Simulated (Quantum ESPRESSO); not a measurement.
# Exponential k-mesh convergence of the electronic dielectric constant of zinc-blende BP in LDA linear response

Zinc-blende BP keeps a gap between filled and empty states on every k mesh used here, yet its electronic dielectric constant ε∞ comes out at 32.329 on a 2×2×2 mesh, about 3.5 times the 9.139 of the densest one. The question is whether this error dies away exponentially with the k-mesh length, and which mesh brings it below 1 %. The constant matters because it sets the refractive index, the screening of charged defects and the strength of polar coupling between electrons and lattice vibrations. It is calculated by LDA linear response at fixed cell. Each error is measured against the 16×16×16 run and is positive when ε∞ is too large; that mesh, with a length of 25.4 × 16 / 8 = 50.8 Å, lies beyond the 6 to 39 Å of the tabulated ones.

## How the numbers were made

One crystal, BP (zinc-blende) (known phase), relaxed once; then the Γ-centred k mesh alone was changed at fixed cell. Program: Quantum ESPRESSO 7.5, plane waves, LDA, PseudoDojo norm-conserving potentials, scalar-relativistic, no spin-orbit coupling, no spin; linear response at the zone centre. Plane-wave runs: cutoff 1034 eV; k meshes with a least product of divisions and cell-vector length from 6 to 39 Å; fixed occupations. Times are rough, from shared Arm server processors.

Notes on method and selection:

- In a crystal with a gap, sums over a regular mesh converge exponentially, more slowly the smaller the direct gap.
- The densest mesh need not be converged, which bends the last points down.
- Runs that did not converge, have known faults or may not be shown are not listed, and runs on Ansatz's PAW sets soft_1 and soft_2 are kept to separate tables.

Columns:

- k-mesh length (Å): k-mesh length, the least over the axes of divisions times cell-vector length.
- excess of ε∞: ε∞ minus its value 9.139 on the densest mesh run (16×16×16).
- ε∞: electronic dielectric constant ε∞, a third of the trace.
- highest mode (cm⁻¹): highest zone-centre mode, no sum rule, no LO-TO term.
- cost (core-s): processor time, shared machines, rough.

Input lines of one member:

```
phonons
&INPUTPH
  prefix = 'x'
  outdir = './tmp'
  fildyn = 's.dyn'
  tr2_ph = 1.0d-18
  epsil  = .true.
/
0.000000000000 0.000000000000 0.000000000000
```

Command (options for logging and memory left out): `OMP_NUM_THREADS=1 mpirun -n 4 ph.x -nk 4 -in ph.in > ph.out`

## Table of results

| member | k-mesh length (Å) | excess of ε∞ | ε∞ | highest mode (cm⁻¹) | cost (core-s) |
| --- | --- | --- | --- | --- | --- |
| k 2×2×2 | 6.3 | 23.190 | 32.329 | 966.6 | 46 |
| k 3×3×3 | 9.5 | 9.267 | 18.406 | 866.1 | 45 |
| k 4×4×4 | 12.7 | 4.535 | 13.674 | 836.9 | 70 |
| k 6×6×6 | 19.0 | 1.206 | 10.345 | 823.5 | 120 |
| k 8×8×8 | 25.4 | 0.321 | 9.460 | 821.6 | 220 |
| k 12×12×12 | 38.1 | 0.020 | 9.159 | 821.4 | 460 |

## Mechanism

The error falls exponentially from 4×4×4 onward. Between 6×6×6 and 8×8×8 the excess drops by a factor 1.206 / 0.321 = 3.757, or √3.757 = 1.938 per added division. Between 4×4×4 and 6×6×6 the factor is 4.535 / 1.206 = 3.760, practically the same. In terms of length, the excess shrinks by a factor e every (25.4 − 19.0) / ln 3.757 = 4.8 Å.

A power law does not describe the data. Its exponent would have to be ln(23.190 / 9.267) / ln(3 / 2) = 2.3 between the two coarsest meshes and ln(0.321 / 0.020) / ln(12 / 8) = 6.8 between the two densest in the table.

The exponential form follows from how a regular mesh integrates a periodic function. Written as a Fourier series over lattice vectors, the integrand is summed exactly except for those components whose lattice vectors are N times another lattice vector, N being the number of divisions. These components are wrongly counted into the average. In a crystal with a gap the integrand is smooth, so its components decay exponentially with the length of the lattice vector, and the error decays with them. A smaller direct gap makes the integrand more sharply peaked and the decay slower.

The positive sign also has a natural explanation. Each k point contributes to ε∞ roughly as |p|² / E³, where p is the momentum matrix element and E the energy of a direct transition. This is largest near Γ, where the direct gap of BP is smallest. A Γ-centred mesh always includes that point and gives it a weight 1 / N³, which is 1/8 for 2×2×2 and far too much for so narrow a peak. The same uneven sampling spoils the sum of the Born charges, which should vanish over the cell but misses zero badly on the coarsest meshes and recovers as ε∞ does.

## Where the trend breaks

The departures are judged against the line excess = 1.206 × 1.938^(6 − N), fixed by the 6×6×6 and 8×8×8 runs.

The 2×2×2 mesh lies farthest off. The line gives 1.206 × 1.938^4 = 17.0 and the run 23.190, which is 36 % more. For 3×3×3 the line gives 1.206 × 1.938^3 = 8.78 and the run 9.267, which is 6 % more. Longer lattice vectors, whose share is positive for a peak at Γ, would explain the sign of the departure but not its quick disappearance. The next ones are less than twice as long as the shortest, so with the same decay length their weight relative to the leading terms should not even halve with each added division. The departure instead drops from 36 % to 6 % and then, on 4×4×4, to 4.535 / (1.206 × 1.938^2) − 1 = 0.1 %.

The ground state may play a part too. Each mesh also determines the electron density from which the response is calculated, and a very coarse mesh can put that density itself in error. The table does not separate the two effects, and the stresses of the ground states, which would be one check, are left out here. The cause of the quick drop therefore stays open.

At the dense end, 12×12×12 falls below the line, with 0.020 against 1.206 / 1.938^6 = 0.023. The reference accounts for part of this: if the decay continues, the 16×16×16 value is itself still too high by about 0.023 / 3.757^2 = 0.002, and this amount is missing from every listed excess. The remaining 0.001 is at the level of the printed rounding.

## Time and accuracy

Going from 8×8×8 to 12×12×12 raises the processor time from 220 to 460 core-s, roughly a doubling, and cuts the error of ε∞ from about 3.5 % to about 0.2 %. At the coarse end there is almost nothing to save: 2×2×2 and 3×3×3 take 46 and 45 core-s, which suggests that fixed overhead dominates there.

From 2×2×2 to 12×12×12 the number of points in the full mesh grows (12 / 2)^3 = 216 times, but the time only 460 / 46 = 10 times. Crystal symmetry, which leaves far fewer distinct points to calculate, and the fixed overhead both help to explain the difference.

## Applications

**Which mesh gives ε∞ to 1 %?**

The allowed error is 0.01 × 9.139 = 0.091. The 8×8×8 mesh misses it, with 0.321 / 9.139 = 3.5 %. The 12×12×12 mesh meets it easily, with 0.020 / 9.139 = 0.2 %. For a 10×10×10 mesh, which is not in the table, the decay law gives 0.321 / 3.757 = 0.085, or 0.9 %. That is just inside the target with little margin, so 12×12×12 is the safe choice.

**Does a converged phonon frequency show that ε∞ is converged?**

No. On 6×6×6 the highest mode is within 823.5 − 821.4 = 2.1 cm⁻¹ of its 12×12×12 value, or 0.3 %, while ε∞ is still 1.206 / 9.139 = 13 % too large. A likely reason is that the electronic response to atomic displacements weights transitions by 1 / E, which is less sharply peaked than 1 / E³.

**Can the dense-mesh value be estimated from runs up to 8×8×8?**

For an exponential sampled at equal steps, three values fix the limit. The steps from 4×4×4 to 6×6×6 and on to 8×8×8 are 13.674 − 10.345 = 3.329 and 10.345 − 9.460 = 0.885. The remaining error is 0.885² / (3.329 − 0.885) = 0.320, and the estimate is 9.460 − 0.320 = 9.140, against 9.139 calculated. For 2×2×2, 3×3×3 and 4×4×4 the steps are 32.329 − 18.406 = 13.923 and 18.406 − 13.674 = 4.732, and the same recipe gives 13.674 − 4.732² / (13.923 − 4.732) = 11.238, which is 23 % too high, so it should be used only once the decay has become regular.

## What to take away

For BP on Γ-centred meshes, the error of ε∞ roughly halves with each added division from 4×4×4 to 12×12×12. On 2×2×2 and 3×3×3 it lies above this trend, for a reason that the table does not settle. The decay length of 4.8 Å belongs to this crystal and this functional; a material with a smaller direct gap will generally need a longer mesh.

Convergence with the mesh does not remove the error of the LDA itself. Its gaps are too small and it usually overestimates ε∞, typically by several per cent, so a better treatment of exchange and correlation would be expected to lower the converged value. The larger gap should also make the mesh error decay somewhat faster.

A mesh shifted by half a step along each axis may do better at equal density. In this lattice, half of the twelve leading error terms then change sign and cancel the other half. No shifted mesh is shown in the table.

[Logs are printed without paths, hosts, clocks, repeated set-up lines and the standing remarks that a program may print on its own settings, such as how far it seeks lower states.]
